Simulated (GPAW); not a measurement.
The system is CuO.

```
Cu O
1.0
     1.99097   -2.15355    0.00000
     1.99097    2.15355    0.00000
     0.00000    0.00000    5.15593
Cu O
2 2
Direct
  0.50000 0.00000 0.00000
  0.00000 0.50000 0.50000
  0.50000 0.50000 0.25000
  0.50000 0.50000 0.75000
```

Measurements of this composition are mostly on another form, of space group No. 15.

```yaml
Program: GPAW 26.7.0
Task: relaxation of cell and atoms
Functional: PBEsol
Dispersion: D3(BJ)
Potentials_or_basis: PAW data sets generated in the run's folder for this functional
Cutoff: 800 eV
Basis: pw
k_mesh: 6 × 6 × 4
Occupations: fermi-dirac, width 0.05 eV
Spin: no spin polarisation
```

At the start: pressure -6.9 GPa; volume 11.05 Å³/atom.

Question: Where does the relaxation end?

Answer: Over 9 steps the energy falls by 8.9 meV/atom and the volume is 10.56 Å³/atom (-4.5 %); space group Cccm (No. 66, to 0.05 Å).

Step by step:
```tsv
step	energy change (eV)	largest force (eV/Å)	pressure (GPa)	volume (Å³)
1	0.0000	0.0000	-6.94	44.21
2	-0.0084	0.0000	-6.15	43.99
3	-0.0325	0.0001	0.34	42.35
4	-0.0332	0.0000	-0.04	42.43
5	-0.0338	0.0000	-0.37	42.48
6	-0.0351	0.0001	-0.77	42.53
7	-0.0358	0.0002	-0.76	42.45
8	-0.0357	0.0002	-0.34	42.31
9	-0.0355	0.0001	-0.04	42.24
```

Final structure:
```
Cu O
1.0
     1.95639   -2.10319    0.00000
     1.95640    2.10320    0.00000
     0.00000    0.00000    5.13304
Cu O
2 2
Direct
  0.50000 0.00000 0.00000
  0.00000 0.50000 0.50000
  0.50000 0.50000 0.25000
  0.50000 0.50000 0.75000
```

Caveat: with this Cu data set, volumes or pressures lay over 1.5 % or 2 GPa off other programs in two to four cells of ten; later steps reuse the first step's grids; the run has no spin polarisation, though such a crystal can be magnetic; pairwise dispersion overbinds metals, which lowers pressure and volume.
